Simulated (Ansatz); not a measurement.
The system is TiTe.

```
Ti Te
1.0
     3.63109    0.00000    0.00000
     0.00000    3.63109    0.00000
     0.00000    0.00000    3.63109
Ti Te
1 1
Direct
  0.00000 0.00000 0.00000
  0.50000 0.50000 0.50000
```

The cell comes from a database or a generator and needn't be the stable form of this composition.

Base run:

```yaml
Program: Ansatz 0.2.0
Functional: LDA
Potentials_or_basis: Ansatz PAW
Cutoff: 420 eV
Density_cutoff: 1680 eV
k_mesh: 7 × 7 × 7
Occupations: fermi-dirac, width 0.05 eV
Spin: no spin polarisation
Hubbard_terms: Ti d U = 5 eV
```

Its results: band gap on the k mesh none (metal or under the smearing width); pressure -10.3 GPa.

Task: The run is repeated on the same cell with these changes: hubbard terms from Ti d U = 5 eV to Ti d U = 6 eV. What comes out?

Result: Band gap on the k mesh none (metal or under the smearing width); pressure -8.5 GPa.

Caveats: U without spin polarisation on a metal has little footing; the PAW data sets come from PBE, with cores solved anew for the run's functional, which leaves a small shift of forces and pressure; the U is typed as a test and isn't derived for this compound.

Not every run made on this cell is shown here.
